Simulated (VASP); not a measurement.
A run of VASP 6.6.1 is set up as follows.

The input INCAR:

```
SYSTEM = BN
PREC     = Accurate       ! precision mode
ENCUT    = 520            ! plane-wave cutoff, eV
EDIFF    = 1E-6           ! SCF threshold, eV
ISMEAR   = 0              ! smearing method
SIGMA    = 0.011          ! smearing width, eV
LREAL    = .FALSE.        ! projectors in reciprocal space
LASPH    = .TRUE.         ! aspherical terms in the spheres
NELM     = 80             ! most SCF steps
ALGO     = Normal         ! electronic algorithm
ISIF     = 2              ! what is computed and relaxed
LWAVE    = .FALSE.        ! write WAVECAR
LCHARG   = .TRUE.         ! write CHGCAR
GGA      = PE             ! functional
LELF     = .TRUE.         ! ELF
LVHAR    = .TRUE.       
NBANDS   = 11             ! bands
```

KPOINTS

```
Automatic mesh
0
G
  12 12 12
  0 0 0
```

File POSCAR:

```
BN
1.0
    1.2511217832      0.7223354983      3.3729344033
   -1.2511217832      0.7223354983      3.3729344033
    0.0000000000     -1.4446709966      3.3729344033
N B
1 1
Direct
    0.6672382000      0.6672382000      0.6672382000
    0.0003288000      0.0003288000      0.0003288000
```

Potentials or basis: VASP PAW PBE potentials, release 64 (N, B).

Run with:

```bash
$ cat potpaw_PBE.64/N/POTCAR potpaw_PBE.64/B/POTCAR > POTCAR
$ mpirun -np 1 vasp_std > vasp.out
```

**Question.** Predict the pressure.

**Answer.** 3.6 GPa.

**Question.** Estimate the band gap on the k mesh.

**Answer.** 4.28 eV, indirect (least direct gap 4.70 eV).

Stress tensor (GPa, compression positive):
```
4.33 0.00 0.00
0.00 4.33 0.00
0.00 0.00 2.23
```

A k mesh can miss the band edges. Expect the measured gap to be larger: semilocal functionals such as PBE lack the derivative discontinuity.
